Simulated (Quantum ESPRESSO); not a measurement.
# GaAs (F-43m) in Quantum ESPRESSO: a series of runs

The runs below take GaAs through single point, with PBEsol.

Program: Quantum ESPRESSO 7.5. These are calculated values, not measurements. Logs are shortened: lines on timing, memory, paths and dates and some standing lists are left out, and cuts for length are marked.

**The experiment to reproduce.**

From “Evidence of valence band perturbations in GaAsN/GaAs(001): A combined variable-angle spectroscopic ellipsometry and modulated photoreflectance investigation”, 2008, arxiv:0805.2212, for a bulk crystal of GaAs at 300 K: band gap 1.418 ± 0.005 eV (direct); band gap 1.412 ± 0.01 eV (direct).

The results are compared with them further down.

### 1 Starting point

It takes space group F-43m (No. 216, cubic). The conventional cell has a = 5.654 Å, b = 5.654 Å, c = 5.654 Å, α = 90.00°, β = 90.00°, γ = 90.00°. Around As (site symmetry -43m) lie 4 Ga at 2.45 Å. Around Ga (site symmetry -43m) lie 4 As at 2.45 Å.

### 2 Single point, PBEsol

Input file scf.in:

```
&CONTROL
  calculation = 'scf'
  prefix = 'pwscf'
  outdir = './tmp'
  pseudo_dir = './pseudo'
/
&SYSTEM
  ibrav = 0
  nat = 2
  ntyp = 2
  ecutwfc = 84
  nbnd = 21
  occupations = 'smearing'
  smearing = 'fd'
  degauss = 0.00367493
  force_symmorphic = .true.
/
&ELECTRONS
  conv_thr = 4d-10
  electron_maxstep = 120
  mixing_beta = 0.5
/
ATOMIC_SPECIES
As    74.9216 As.upf
Ga    69.7230 Ga.upf
CELL_PARAMETERS angstrom
   0.0000000000    2.8268500000    2.8268500000
   2.8268500000    0.0000000000    2.8268500000
   2.8268500000    2.8268500000    0.0000000000
ATOMIC_POSITIONS angstrom
As     4.2402750000    4.2402750000    4.2402750000
Ga     0.0000000000    0.0000000000    0.0000000000
K_POINTS automatic
10 10 10 0 0 0
```

Input file nscf.in:

```
&CONTROL
  calculation = 'nscf'
  prefix = 'pwscf'
  outdir = './tmp'
  pseudo_dir = './pseudo'
/
&SYSTEM
  ibrav = 0
  nat = 2
  ntyp = 2
  ecutwfc = 84
  nbnd = 34
  occupations = 'fixed'
  force_symmorphic = .true.
/
&ELECTRONS
  conv_thr = 1d-08
  diago_full_acc = .true.
  diago_thr_init = 1d-06
/
ATOMIC_SPECIES
As    74.9216 As.upf
Ga    69.7230 Ga.upf
CELL_PARAMETERS angstrom
   0.0000000000    2.8268500000    2.8268500000
   2.8268500000    0.0000000000    2.8268500000
   2.8268500000    2.8268500000    0.0000000000
ATOMIC_POSITIONS angstrom
As     4.2402750000    4.2402750000    4.2402750000
Ga     0.0000000000    0.0000000000    0.0000000000
K_POINTS automatic
10 10 10 0 0 0
```

Potentials or basis: PseudoDojo 0.4.1 SR PBEsol standard.

The run is started by

```console
$ OMP_NUM_THREADS=1 pw.x -in scf.in > scf.out
$ OMP_NUM_THREADS=1 pw.x -in nscf.in > nscf.out
```

scf.out:

```text
This program is part of the open-source Quantum ESPRESSO suite
     for quantum simulation of materials; please cite
[... 9 lines left out ...]
     --------------------
     sticks:   dense  smooth     PW     G-vecs:    dense   smooth      PW
     Sum        1333    1333    379                31775    31775    5029

     Using Slab Decomposition

     bravais-lattice index     =            0
     lattice parameter (alat)  =       7.5547  a.u.
     unit-cell volume          =     304.8842 (a.u.)^3
     number of atoms/cell      =            2
     number of atomic types    =            2
     number of electrons       =        28.00
     number of Kohn-Sham states=           21
     kinetic-energy cutoff     =      84.0000  Ry
     charge density cutoff     =     336.0000  Ry
     scf convergence threshold =      4.0E-10
     mixing beta               =       0.5000
     number of iterations used =            8  plain     mixing
     Exchange-correlation= PBESOL
                           (   1   4  10   8   0   0   0)

     celldm(1)=   7.554690  celldm(2)=   0.000000  celldm(3)=   0.000000
     celldm(4)=   0.000000  celldm(5)=   0.000000  celldm(6)=   0.000000

     crystal axes: (cart. coord. in units of alat)
               a(1) = (   0.000000   0.707107   0.707107 )
               a(2) = (   0.707107   0.000000   0.707107 )
               a(3) = (   0.707107   0.707107   0.000000 )

     reciprocal axes: (cart. coord. in units 2 pi/alat)
               b(1) = ( -0.707107  0.707107  0.707107 )
               b(2) = (  0.707107 -0.707107  0.707107 )
               b(3) = (  0.707107  0.707107 -0.707107 )

     PseudoPot. # 1 for As read from file:
     As.upf
     Pseudo is Norm-conserving + core correction, Zval = 15.0
     Generated using ONCVPSP code by D. R. Hamann
     Using radial grid of 1342 points,  6 beta functions with:
                l(1) =   0
                l(2) =   0
                l(3) =   1
                l(4) =   1
                l(5) =   2
                l(6) =   2

     PseudoPot. # 2 for Ga read from file:
     Ga.upf
     Pseudo is Norm-conserving + core correction, Zval = 13.0
     Generated using ONCVPSP code by D. R. Hamann
     Using radial grid of 1902 points,  6 beta functions with:
                l(1) =   0
                l(2) =   0
                l(3) =   1
                l(4) =   1
                l(5) =   2
                l(6) =   2

     atomic species   valence    mass     pseudopotential
     As               15.00    74.92160     As( 1.00)
     Ga               13.00    69.72300     Ga( 1.00)

     24 Sym. Ops. (no inversion) found

   Cartesian axes

     site n.     atom                  positions (alat units)
         1        As     tau(   1) = (   1.0606602   1.0606602   1.0606602  )
         2        Ga     tau(   2) = (   0.0000000   0.0000000   0.0000000  )

     number of k points=    47  Fermi-Dirac smearing, width (Ry)=  0.0037
                       cart. coord. in units 2pi/alat
        k(    1) = (   0.0000000   0.0000000   0.0000000), wk =   0.0020000
        k(    2) = (   0.0707107   0.0707107  -0.0707107), wk =   0.0160000
        k(    3) = (   0.1414214   0.1414214  -0.1414214), wk =   0.0160000
        k(    4) = (   0.2121320   0.2121320  -0.2121320), wk =   0.0160000
        k(    5) = (   0.2828427   0.2828427  -0.2828427), wk =   0.0160000
        k(    6) = (  -0.3535534  -0.3535534   0.3535534), wk =   0.0080000
[... 39 lines left out ...]
        k(   46) = (  -0.0707107  -0.3535534   0.6363961), wk =   0.0480000
        k(   47) = (  -0.7071068   0.2828427   0.0000000), wk =   0.0240000

     Dense  grid:    31775 G-vectors     FFT dimensions: (  45,  45,  45)

     Initial potential from superposition of free atoms

     starting charge      27.9973, renormalised to      28.0000
     Starting wfcs are   18 randomized atomic wfcs +    3 random wfcs

     Self-consistent Calculation

     iteration #  1     ecut=    84.00 Ry     beta= 0.50
     Davidson diagonalization with overlap
     ethr =  1.00E-02,  avg # of iterations =  5.5

     Threshold (ethr) on eigenvalues was too large:
     Diagonalizing with lowered threshold

     Davidson diagonalization with overlap
     ethr =  1.60E-04,  avg # of iterations =  3.2

     total energy              =    -364.60988475 Ry
     estimated scf accuracy    <       0.04513927 Ry

     iteration #  2     ecut=    84.00 Ry     beta= 0.50
     Davidson diagonalization with overlap
     ethr =  1.61E-04,  avg # of iterations =  2.0

     total energy              =    -364.61484493 Ry
     estimated scf accuracy    <       0.00505499 Ry

     iteration #  3     ecut=    84.00 Ry     beta= 0.50
     Davidson diagonalization with overlap
     ethr =  1.81E-05,  avg # of iterations =  3.1

     total energy              =    -364.61501034 Ry
     estimated scf accuracy    <       0.00075885 Ry

     iteration #  4     ecut=    84.00 Ry     beta= 0.50
     Davidson diagonalization with overlap
     ethr =  2.71E-06,  avg # of iterations =  3.7

     total energy              =    -364.61505011 Ry
     estimated scf accuracy    <       0.00001651 Ry

     iteration #  5     ecut=    84.00 Ry     beta= 0.50
     Davidson diagonalization with overlap
     ethr =  5.89E-08,  avg # of iterations =  2.1

     total energy              =    -364.61505247 Ry
     estimated scf accuracy    <       0.00000066 Ry

     iteration #  6     ecut=    84.00 Ry     beta= 0.50
     Davidson diagonalization with overlap
     ethr =  2.36E-09,  avg # of iterations =  2.1

     total energy              =    -364.61505261 Ry
     estimated scf accuracy    <       0.00000003 Ry

     iteration #  7     ecut=    84.00 Ry     beta= 0.50
     Davidson diagonalization with overlap
     ethr =  1.21E-10,  avg # of iterations =  2.4

     total energy              =    -364.61505261 Ry
     estimated scf accuracy    <          2.1E-09 Ry

     iteration #  8     ecut=    84.00 Ry     beta= 0.50
     Davidson diagonalization with overlap
     ethr =  7.47E-12,  avg # of iterations =  2.4

     End of self-consistent calculation

          k = 0.0000 0.0000 0.0000 (  3839 PWs)   bands (ev):

   -26.5585 -26.5585 -26.5585 -26.5486 -26.5486  -6.1369  -6.1369  -6.1369
    -6.0581  -6.0581  -4.0876   8.6648   8.6648   8.6648   9.1068  12.3742
    12.3742  12.3742  16.0766  18.8191  18.8192

          k = 0.0707 0.0707-0.0707 (  3915 PWs)   bands (ev):

   -26.5585 -26.5584 -26.5584 -26.5486 -26.5486  -6.1459  -6.1345  -6.1345
    -6.0582  -6.0582  -3.9697   7.1274   8.5051   8.5051  10.0917  12.6085
    12.6108  12.6108  16.7425  18.1055  18.1055

          k = 0.1414 0.1414-0.1414 (  3951 PWs)   bands (ev):

   -26.5584 -26.5582 -26.5582 -26.5485 -26.5485  -6.1680  -6.1287  -6.1287
    -6.0582  -6.0582  -3.6312   5.3413   8.1613   8.1613  10.1907  13.0709
    13.0709  13.7575  17.5898  17.5991  17.5991

          k = 0.2121 0.2121-0.2121 (  3936 PWs)   bands (ev):

   -26.5583 -26.5579 -26.5579 -26.5484 -26.5484  -6.1927  -6.1226  -6.1226
    -6.0571  -6.0571  -3.1243   3.7251   7.8261   7.8261   9.9051  13.3198
    13.3198  15.3415  17.3032  17.9782  17.9782

          k = 0.2828 0.2828-0.2828 (  3936 PWs)   bands (ev):

   -26.5583 -26.5577 -26.5577 -26.5484 -26.5484  -6.2110  -6.1186  -6.1186
    -6.0553  -6.0553  -2.5832   2.4945   7.5996   7.5996   9.6769  13.3054
    13.3054  16.2582  17.8159  19.2102  19.2102

          k =-0.3536-0.3536 0.3536 (  3996 PWs)   bands (ev):
[... 127 lines left out ...]
   -26.5582 -26.5576 -26.5573 -26.5485 -26.5482  -6.2257  -6.1097  -6.1038
    -6.0623  -6.0575  -1.9893   2.4272   4.7895   6.9835  11.0694  14.5885
    15.1631  15.4017  17.1125  17.6995  22.3516

          k = 0.5657-0.0000 0.0000 (  3988 PWs)   bands (ev):

   -26.5593 -26.5569 -26.5569 -26.5490 -26.5477  -6.2411  -6.0921  -6.0921
    -6.0814  -6.0468  -2.0069   2.4425   6.1405   6.1405  10.0029  10.6899
    17.7805  17.7805  18.3953  21.3674  22.2377

          k =-0.0707-0.6364 0.6364 (  3974 PWs)   bands (ev):

   -26.5592 -26.5568 -26.5568 -26.5490 -26.5477  -6.2453  -6.0921  -6.0896
    -6.0805  -6.0470  -1.6859   2.0143   5.6506   6.0855  10.2089  10.9135
    17.5942  17.9868  19.3652  21.3192  21.5309

          k = 0.0000-0.5657 0.5657 (  3967 PWs)   bands (ev):

   -26.5589 -26.5570 -26.5569 -26.5489 -26.5478  -6.2417  -6.0978  -6.0916
    -6.0754  -6.0498  -1.5784   1.9504   4.9829   6.2489  10.3992  12.3551
    17.0208  17.2544  17.9008  19.7850  22.4937

          k =-0.7071 0.0000 0.0000 (  3984 PWs)   bands (ev):

   -26.5594 -26.5567 -26.5567 -26.5491 -26.5476  -6.2495  -6.0871  -6.0871
    -6.0843  -6.0457  -1.5794   1.8284   5.9750   5.9750  10.0263  10.2497
    18.7978  18.7978  19.5284  21.8780  22.0512

          k = 0.2828 0.1414 0.0000 (  3962 PWs)   bands (ev):

   -26.5586 -26.5579 -26.5579 -26.5487 -26.5483  -6.1869  -6.1221  -6.1197
    -6.0640  -6.0544  -3.3408   4.8019   6.8502   7.7610  11.4740  11.9503
    14.1011  14.2026  16.5633  18.7623  19.1287

          k = 0.3536 0.2121-0.0707 (  3965 PWs)   bands (ev):

   -26.5585 -26.5577 -26.5576 -26.5486 -26.5482  -6.2051  -6.1169  -6.1139
    -6.0642  -6.0537  -2.8551   3.6081   6.2194   7.4276  11.4519  12.5898
    14.0532  14.7152  17.3350  19.1162  20.2398

          k =-0.2828-0.4243 0.5657 (  3957 PWs)   bands (ev):

   -26.5583 -26.5577 -26.5574 -26.5485 -26.5482  -6.2185  -6.1142  -6.1098
    -6.0620  -6.0539  -2.3403   2.5616   5.9157   7.1142  11.2991  12.8130
    14.4075  15.4184  18.2261  19.2393  20.4140

          k =-0.2121-0.3536 0.4950 (  3964 PWs)   bands (ev):

   -26.5582 -26.5577 -26.5574 -26.5485 -26.5482  -6.2233  -6.1135  -6.1084
    -6.0600  -6.0546  -2.0899   2.1197   5.8279   6.9916  11.2394  12.7727
    14.4793  16.4792  17.7029  19.5777  20.5295

          k = 0.4243 0.1414-0.0000 (  3976 PWs)   bands (ev):

   -26.5588 -26.5574 -26.5573 -26.5488 -26.5480  -6.2166  -6.1087  -6.1060
    -6.0710  -6.0509  -2.6794   3.5103   6.1301   6.7685  11.1179  11.9514
    14.4601  15.9829  17.6686  20.3913  20.7134

          k =-0.2121-0.4950 0.6364 (  3970 PWs)   bands (ev):
[... 19 lines left out ...]
   -26.5583 -26.5577 -26.5574 -26.5486 -26.5482  -6.2181  -6.1128  -6.1072
    -6.0646  -6.0546  -2.3811   2.9500   5.3286   7.0446  11.9115  13.0416
    13.7766  15.6700  17.4889  19.2387  21.4477

          k =-0.1414-0.5657 0.7071 (  3980 PWs)   bands (ev):

   -26.5590 -26.5571 -26.5569 -26.5489 -26.5478  -6.2379  -6.0977  -6.0942
    -6.0768  -6.0486  -1.9459   2.4024   5.7120   6.0277  10.8023  11.3378
    15.8403  17.6989  18.9521  20.8117  21.9473

          k =-0.0707-0.4950 0.6364 (  3973 PWs)   bands (ev):

   -26.5588 -26.5573 -26.5568 -26.5488 -26.5479  -6.2390  -6.1006  -6.0930
    -6.0733  -6.0508  -1.6462   2.0615   5.1073   5.9438  11.1091  12.4613
    15.4614  17.0116  18.5586  20.8500  21.6098

          k =-0.0000-0.4243 0.5657 (  3981 PWs)   bands (ev):

   -26.5584 -26.5576 -26.5569 -26.5487 -26.5480  -6.2345  -6.1057  -6.0955
    -6.0683  -6.0542  -1.6559   2.1019   4.7345   6.1971  11.3789  14.0479
    14.9970  15.6490  17.7754  19.4016  22.7122

          k =-0.7071 0.1414 0.0000 (  3972 PWs)   bands (ev):

   -26.5591 -26.5569 -26.5567 -26.5490 -26.5477  -6.2454  -6.0931  -6.0903
    -6.0784  -6.0479  -1.5594   1.8889   5.6357   5.7016  10.7664  10.9987
    17.3574  17.5048  19.5771  21.0069  21.9622

          k =-0.1414-0.4243 0.7071 (  3967 PWs)   bands (ev):

   -26.5584 -26.5576 -26.5569 -26.5487 -26.5480  -6.2327  -6.1066  -6.0961
    -6.0690  -6.0533  -1.7999   2.2766   5.0458   5.9861  12.4966  12.8073
    13.7287  16.7933  18.0726  19.8630  22.5160

          k =-0.0707-0.3536 0.6364 (  3964 PWs)   bands (ev):

   -26.5582 -26.5578 -26.5568 -26.5487 -26.5480  -6.2346  -6.1067  -6.0943
    -6.0679  -6.0546  -1.6210   2.0901   4.9015   5.7612  12.6513  13.2502
    14.3129  15.3057  18.4260  20.9523  21.5018

          k =-0.7071 0.2828 0.0000 (  3968 PWs)   bands (ev):

   -26.5585 -26.5576 -26.5567 -26.5488 -26.5479  -6.2381  -6.1034  -6.0923
    -6.0705  -6.0531  -1.5264   1.9983   5.1722   5.3451  12.5019  12.6645
    14.9118  15.2965  19.6502  20.9116  21.8964

     the Fermi energy is     8.9213 ev

!    total energy              =    -364.61505262 Ry
     estimated scf accuracy    <          3.1E-10 Ry
     smearing contrib. (-TS)   =      -0.00000206 Ry
     internal energy E=F+TS    =    -364.61505056 Ry

     The total energy is F=E-TS. E is the sum of the following terms:
     one-electron contribution =    -192.38048503 Ry
     hartree contribution      =     114.58598721 Ry
     xc contribution           =     -88.46771896 Ry
     ewald contribution        =    -198.35283378 Ry

     convergence has been achieved in   8 iterations

=------------------------------------------------------------------------------=
   JOB DONE.
=------------------------------------------------------------------------------=
```

Run time: 1.8 min. Hardware: 1 thread of Intel Xeon Platinum 8259CL at 2.50GHz (Skylake/Cascade Lake), shared host; peak memory 0.12 GiB.

What came out:

```
Band gap on the k mesh, mean-field level : 0.44 eV, direct
```

Levels at points of the mesh, in eV from the valence-band top:
```csv
k point,band 11,band 12,band 13,band 14,band 15,band 16,band 17,band 18
"(0.00, 0.00, 0.00)",-12.75,0.00,0.00,0.00,0.44,3.71,3.71,3.71
"(0.00, 0.00, -0.50)",-10.98,-6.67,-1.14,-1.14,0.93,4.60,4.60,7.60
"(0.00, -0.50, -0.50)",-10.24,-6.84,-2.69,-2.69,1.36,1.58,10.13,10.13
```

(Part 1 of 2 ends here.)
